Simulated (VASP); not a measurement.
# Cu in VASP: relaxation of the atoms with PBE

Aim: the relaxation of the atoms of Cu with PBE.

All numbers are computed with VASP 6.6.1; they aren't measurements. Logs are shortened: lines on timing, memory, paths and dates and some standing lists are left out, and cuts for length are marked.

### 1 The slab as given

The cell holds a slab with vacuum, 9 atoms: a = 2.570 Å, b = 2.570 Å, c = 29.540 Å, α = 90.00°, β = 90.00°, γ = 90.00°.

The cell was built by a generator and needn't be a form met in nature.

### 2 Relaxation of the atoms, PBE

File INCAR:

```
SYSTEM = Cu
  PREC = Accurate
  ENCUT = 520
  EDIFF = 1E-6
  ISMEAR = 1
  SIGMA = 0.2
  LREAL = .False.
  LASPH = .True.
  NELM = 100
  ALGO = Normal
  ISIF = 2
  LWAVE = .False.
  LCHARG = .False.
  GGA = PE
  IBRION = 2
  NSW = 60
  EDIFFG = -0.01
  KPAR = 8
```

File KPOINTS:

```
regular mesh
0
Gamma
  18 18 1
  0 0 0
```

File POSCAR:

```
Cu
1.0
    2.5703331496      0.0000000000      0.0000000000
    0.0000000000      2.5703331496      0.0000000000
    0.0000000000      0.0000000000     29.5400000000
Cu
9
Direct
    0.0000000000      0.0000000000      0.2538930264
    0.5000000000      0.5000000000      0.3154197698
    0.0000000000      0.0000000000      0.3769465132
    0.5000000000      0.5000000000      0.4384732566
    0.0000000000      0.0000000000      0.5000000000
    0.5000000000      0.5000000000      0.5615267434
    0.0000000000      0.0000000000      0.6230534868
    0.5000000000      0.5000000000      0.6845802302
    0.0000000000      0.0000000000      0.7461069736
```

Potentials or basis: VASP PAW PBE potentials, release 64 (Cu).

On the command line:

```bash
$ cat potpaw_PBE.64/Cu/POTCAR > POTCAR
$ mpirun -np 8 vasp_std > vasp.out
```

OUTCAR:

```text
SYSTEM = Cu
   PREC = Accurate
   ENCUT = 520
   EDIFF = 1E-6
   ISMEAR = 1
   LREAL = .False.
   LASPH = .True.
   NELM = 100
   ISIF = 2
   GGA = PE
   IBRION = 2
   NSW = 60
   EDIFFG = -0.01

 ion  position               nearest neighbor table
   1  0.000  0.000  0.254-   2 2.57   2 2.57   2 2.57   2 2.57
   2  0.500  0.500  0.315-   3 2.57   3 2.57   3 2.57   3 2.57   1 2.57   1 2.57   1 2.57   1 2.57

   3  0.000  0.000  0.377-   2 2.57   2 2.57   2 2.57   2 2.57   4 2.57   4 2.57   4 2.57   4 2.57

   4  0.500  0.500  0.438-   3 2.57   5 2.57   3 2.57   5 2.57   3 2.57   5 2.57   3 2.57   5 2.57

   5  0.000  0.000  0.500-   4 2.57   6 2.57   4 2.57   6 2.57   4 2.57   6 2.57   4 2.57   6 2.57

   6  0.500  0.500  0.562-   5 2.57   7 2.57   5 2.57   7 2.57   5 2.57   7 2.57   5 2.57   7 2.57

   7  0.000  0.000  0.623-   8 2.57   8 2.57   8 2.57   8 2.57   6 2.57   6 2.57   6 2.57   6 2.57

   8  0.500  0.500  0.685-   7 2.57   7 2.57   7 2.57   7 2.57   9 2.57   9 2.57   9 2.57   9 2.57

   9  0.000  0.000  0.746-   8 2.57   8 2.57   8 2.57   8 2.57

  LATTYP: Found a simple tetragonal cell.
 ALAT       =     2.5703331496
 C/A-ratio  =    11.4926736266

  Lattice vectors:

 A1 = (   2.5703331496,   0.0000000000,   0.0000000000)
 A2 = (   0.0000000000,   2.5703331496,   0.0000000000)
 A3 = (   0.0000000000,   0.0000000000,  29.5400000000)

Analysis of symmetry for initial positions (statically):
=====================================================================
 Subroutine PRICEL returns:
 Original cell was already a primitive cell.

 Routine SETGRP: Setting up the symmetry group for a
 simple tetragonal supercell.

 Subroutine GETGRP returns: Found 16 space group operations
 (whereof 16 operations were pure point group operations)
 out of a pool of 16 trial point group operations.

The static configuration has the point symmetry D_4h.

Analysis of symmetry for dynamics (positions and initial velocities):
=====================================================================
 Subroutine PRICEL returns:
 Original cell was already a primitive cell.

 Routine SETGRP: Setting up the symmetry group for a
 simple tetragonal supercell.

 Subroutine GETGRP returns: Found 16 space group operations
 (whereof 16 operations were pure point group operations)
 out of a pool of 16 trial point group operations.

The dynamic configuration has the point symmetry D_4h.

 Subroutine INISYM returns: Found 16 space group operations
 (whereof 16 operations are pure point group operations),
 and found     1 'primitive' translations

----------------------------------------------------------------------------------------

                                     Primitive cell

  volume of cell :     195.1593

  direct lattice vectors                    reciprocal lattice vectors
     2.570333150  0.000000000  0.000000000     0.389054625  0.000000000  0.000000000
     0.000000000  2.570333150  0.000000000     0.000000000  0.389054625  0.000000000
     0.000000000  0.000000000 29.540000000     0.000000000  0.000000000  0.033852404

  length of vectors
     2.570333150  2.570333150 29.540000000     0.389054625  0.389054625  0.033852404

  position of ions in fractional coordinates (direct lattice)
     0.000000000  0.000000000  0.253893026
     0.500000000  0.500000000  0.315419770
     0.000000000  0.000000000  0.376946513
     0.500000000  0.500000000  0.438473257
     0.000000000  0.000000000  0.500000000
     0.500000000  0.500000000  0.561526743
     0.000000000  0.000000000  0.623053487
     0.500000000  0.500000000  0.684580230
     0.000000000  0.000000000  0.746106974

  ion indices of the primitive-cell ions
   primitive index   ion index
                 1           1
                 2           2
                 3           3
                 4           4
                 5           5
                 6           6
                 7           7
                 8           8
                 9           9

----------------------------------------------------------------------------------------

 KPOINTS: regular mesh

Automatic generation of k-mesh.
 Grid dimensions read from file:
 generate k-points for:   18   18    1

 Generating k-lattice:

  Cartesian coordinates                     Fractional coordinates (reciprocal lattice)
     0.021614146  0.000000000  0.000000000     0.055555556  0.000000000  0.000000000
     0.000000000  0.021614146  0.000000000     0.000000000  0.055555556  0.000000000
     0.000000000  0.000000000  0.033852404     0.000000000  0.000000000  1.000000000

  Length of vectors
     0.021614146  0.021614146  0.033852404

  Shift w.r.t. Gamma in fractional coordinates (k-lattice)
     0.000000000  0.000000000  0.000000000

 Subroutine IBZKPT returns following result:
 ===========================================

 Found     55 irreducible k-points:

 Following reciprocal coordinates:
            Coordinates               Weight
  0.000000  0.000000  0.000000      1.000000
  0.055556  0.000000  0.000000      4.000000
  0.111111  0.000000  0.000000      4.000000
  0.166667  0.000000  0.000000      4.000000
  0.222222  0.000000  0.000000      4.000000
  0.277778  0.000000  0.000000      4.000000
[... 16 lines left out ...]
  0.277778  0.111111  0.000000      8.000000
  0.333333  0.111111  0.000000      8.000000
 [... further k-points ...]
   k-points           NKPTS =     55   k-points in BZ     NKDIM =     55   number of bands    NBANDS=     59
   number of dos      NEDOS =    301   number of ions     NIONS =      9
   total plane-waves  NPLWV =  89600
   dimension x,y,z NGX =    20 NGY =   20 NGZ =  224
   dimension x,y,z NGXF=    40 NGYF=   40 NGZF=  448
   ions per type =               9
   NGX,Y,Z   is equivalent  to a cutoff of  12.94, 12.94, 12.61 a.u.
   NGXF,Y,Z  is equivalent  to a cutoff of  25.87, 25.87, 25.21 a.u.
 SYSTEM =  Cu
   PREC   = accura    normal or accurate (medium, high low for compatibility)
   ISTART =      0    job   : 0-new  1-cont  2-samecut
   ICHARG =      2    charge: 1-file 2-atom 10-const
   ISPIN  =      1    spin polarized calculation?
   LNONCOLLINEAR =      F non collinear calculations
   LSORBIT =      F    spin-orbit coupling
   LASPH  =      T    aspherical Exc in radial PAW
   ENCUT  =  520.0 eV  38.22 Ry    6.18 a.u.   4.78  4.78 54.92*2*pi/ulx,y,z
   NELM   =    100;   NELMIN=  2; NELMDL= -5     # of ELM steps
   EDIFF  = 0.1E-05   stopping-criterion for ELM
   LREAL  =      F    real-space projection
   EDIFFG = -.1E-01   stopping-criterion for IOM
   NSW    =     60    number of steps for IOM
   IBRION =      2    ionic relax: 0-MD 1-quasi-New 2-CG
   NFREE  =      1    steps in history (QN), initial steepest desc. (CG)
   ISIF   =      2    stress and relaxation
   ISYM   =      2    0-nonsym 1-usesym 2-fastsym
   POTIM  = 0.5000    time-step for ionic-motion
   TEBEG  =    0.0;   TEEND  =   0.0 temperature during run
   PSTRESS=    0.0 pullay stress
   NELECT =      99.0000    total number of electrons
   NUPDOWN=      -1.0000    fix difference up-down
   EMIN   =  10.00;   EMAX   =-10.00  energy-range for DOS
   EFERMI =   0.00;   METHOD = LEGACY
   ISMEAR =     1;   SIGMA  =   0.20  broadening in eV -4-tet -1-fermi 0-gaus
   EFERMI_NEDOS =   21; number of points for ismear=-14 and -15
   IALGO  =     38    algorithm
   IMIX   =      4    mixing-type and parameters
     AMIX     =   0.40;   BMIX     =  1.00
     AMIX_MAG =   1.60;   BMIX_MAG =  1.00
  volume/ion in A,a.u.               =      21.68       146.33
  Fermi-wavevector in a.u.,A,eV,Ry     =   1.305640  2.467302 23.193795  1.704696
  Thomas-Fermi vector in A             =   2.436496
   LORBIT       =      0    0 simple, 1 ext, 2 COOP (PROOUT), +10 PAW based schemes
   GGA     = PE    functional components
   LHFCALC =     F    Hartree Fock is set to
   AEXX    =    0.0000 exact exchange contribution
   IVDW    =     0    specifies the selected vdW correction
   LEPSILON=     F    determine dielectric tensor
   LRPA    =     F    only Hartree local field effects (RPA)
 conjugate gradient relaxation of ions
 non-spin polarized calculation
 Methfessel and Paxton  Order N= 1 SIGMA  =   0.20
  energy-cutoff  :      520.00
  volume of cell :      195.16
 maximum number of plane-waves:      5294
 NGX is ok and might be reduce to    20
   NGX =  9   NGY =  9   NGZ =109

--------------------------------------- Ionic step        1  -------------------------------------------

 number of electron      98.9999841 magnetization

 Free energy of the ion-electron system (eV)
  ---------------------------------------------------
  ext. energy  EPLUGINS =         0.00000000
  ---------------------------------------------------
  free energy    TOTEN  =       -32.34709167 eV

  energy without entropy =      -32.33917237  energy(sigma->0) =      -32.34445191

------------------------ aborting loop because EDIFF is reached ----------------------------------------

  FORCE on cell =-STRESS in cart. coord.  units (eV):
  Direction    XX          YY          ZZ          XY          YZ          ZX
  --------------------------------------------------------------------------------------
  -------------------------------------------------------------------------------------
  Total       -1.6413936     -1.6413936     -0.7218051      0.0000000      0.0000000     -0.0000000
  in kB      -13.4751617    -13.4751617     -5.9257206      0.0000000      0.0000000     -0.0000000
  external PRESSURE =     -10.9586814 kB  Pullay stress =       0.0000000 kB
[... 110 lines left out ...]
  FREE ENERGIE OF THE ION-ELECTRON SYSTEM (eV)
  ---------------------------------------------------
  free  energy   TOTEN  =       -32.3566423885 eV

  energy  without entropy=      -32.3487318169  energy(sigma->0) =      -32.35400553

[... ionic steps 4 to 7 ...]

--------------------------------------- Ionic step        8  -------------------------------------------

 number of electron      98.9999863 magnetization

------------------------ aborting loop because EDIFF is reached ----------------------------------------

  FORCE on cell =-STRESS in cart. coord.  units (eV):
  Direction    XX          YY          ZZ          XY          YZ          ZX
  --------------------------------------------------------------------------------------
  -------------------------------------------------------------------------------------
  Total       -1.3518097     -1.3518097     -0.3613225      0.0000000      0.0000000     -0.0000000
  in kB      -11.0977984    -11.0977984     -2.9663080      0.0000000      0.0000000     -0.0000000
  external PRESSURE =      -8.3873016 kB  Pullay stress =       0.0000000 kB
[... 71 lines left out ...]
  energy  without entropy=      -32.3498789810  energy(sigma->0) =      -32.35517318

--------------------------------------- Ionic step       10  -------------------------------------------

 number of electron      98.9999860 magnetization

 Free energy of the ion-electron system (eV)
  ---------------------------------------------------
  ext. energy  EPLUGINS =         0.00000000
  ---------------------------------------------------
  free energy    TOTEN  =       -32.35788146 eV

  energy without entropy =      -32.34995069  energy(sigma->0) =      -32.35523787

 E-fermi :   2.1168     XC(G=0):  -7.6170

 val. band max:        2.1124843272   @ k =   0.2778   0.1667   0.0000
 cond. band min:       2.1218623765   @ k =   0.4444   0.1667   0.0000
 fundamental gap:      0.0093780493
 Fermi energy:         2.1168091543

 k-point     1 :       0.0000    0.0000    0.0000
  band No.  band energies     occupation
      1      -6.9710      2.00000
      2      -6.5924      2.00000
      3      -5.9744      2.00000
      4      -5.1221      2.00000
      5      -4.1329      2.00000
      6      -3.2388      2.00000
[... 1477 lines left out ...]
     58       7.5195      0.00000
     59       7.9490      0.00000

 [... further k-points ...]

------------------------ aborting loop because EDIFF is reached ----------------------------------------

  FORCE on cell =-STRESS in cart. coord.  units (eV):
  Direction    XX          YY          ZZ          XY          YZ          ZX
  --------------------------------------------------------------------------------------
  -------------------------------------------------------------------------------------
  Total       -1.3079918     -1.3079918     -0.3096451      0.0000000      0.0000000      0.0000000
  in kB      -10.7380714    -10.7380714     -2.5420583      0.0000000      0.0000000      0.0000000
  external PRESSURE =      -8.0060670 kB  Pullay stress =       0.0000000 kB
[... 24 lines left out ...]
  FREE ENERGIE OF THE ION-ELECTRON SYSTEM (eV)
  ---------------------------------------------------
  free  energy   TOTEN  =       -32.3578814632 eV

  energy  without entropy=      -32.3499506857  energy(sigma->0) =      -32.35523787

 reached required accuracy - stopping structural energy minimisation
```

Run time: 11 min. Hardware: 8 MPI ranks of Intel Xeon 6975P-C (Granite Rapids), shared host; peak memory 0.6 GiB.

Results:

```
Free energy                  : -32.3579 eV
Energy gained by relaxing    : 1.2 meV/atom
Ionic steps                  : 10
Largest force after relaxing : 0.008 eV/Å
Band gap on the k mesh       : none (metal or under the smearing width)
```

Forces on the atoms (eV/Å):
```
Cu   0.000  0.000  0.008
Cu   0.000  0.000  0.007
Cu   0.000  0.000  0.006
Cu   0.000  0.000 -0.005
Cu   0.000  0.000  0.000
Cu   0.000  0.000  0.005
Cu   0.000  0.000 -0.006
Cu   0.000  0.000 -0.007
Cu   0.000  0.000 -0.008
```

The path:
```tsv
step	energy change (eV)	largest force (eV/Å)	pressure (GPa)
1	0.0000	0.2098	-1.10
2	-0.0063	0.1310	-1.07
3	-0.0096	0.0620	-0.98
4	-0.0096	0.0655	-0.86
5	-0.0102	0.0332	-0.88
6	-0.0105	0.0238	-0.84
7	-0.0104	0.0462	-0.84
8	-0.0105	0.0322	-0.84
9	-0.0107	0.0133	-0.82
10	-0.0108	0.0083	-0.80
```

Final structure:
```xyz
9
Lattice="2.5703 0.0000 0.0000 0.0000 2.5703 0.0000 0.0000 0.0000 29.5400" Properties=species:S:1:pos:R:3 pbc="T T T"
Cu    0.0000    0.0000    7.5326
Cu    1.2852    1.2852    9.2976
Cu    0.0000    0.0000   11.1266
Cu    1.2852    1.2852   12.9494
Cu    0.0000    0.0000   14.7700
Cu    1.2852    1.2852   16.5906
Cu    0.0000    0.0000   18.4134
Cu    1.2852    1.2852   20.2424
Cu    0.0000    0.0000   22.0074
```

Levels at points of the mesh, in eV from the Fermi level:
```csv
k point,band 47,band 48,band 49,band 50,band 51,band 52,band 53,band 54
"(0.00, 0.00, 0.00)",-1.53,-1.53,-1.49,-1.49,-1.48,-1.48,-0.47,0.71
"(0.50, 0.00, 0.00)",-0.67,-0.49,-0.42,-0.35,-0.29,-0.28,-0.05,-0.05
"(0.50, 0.50, 0.00)",1.80,2.51,2.51,3.50,3.50,4.71,4.71,6.08
```
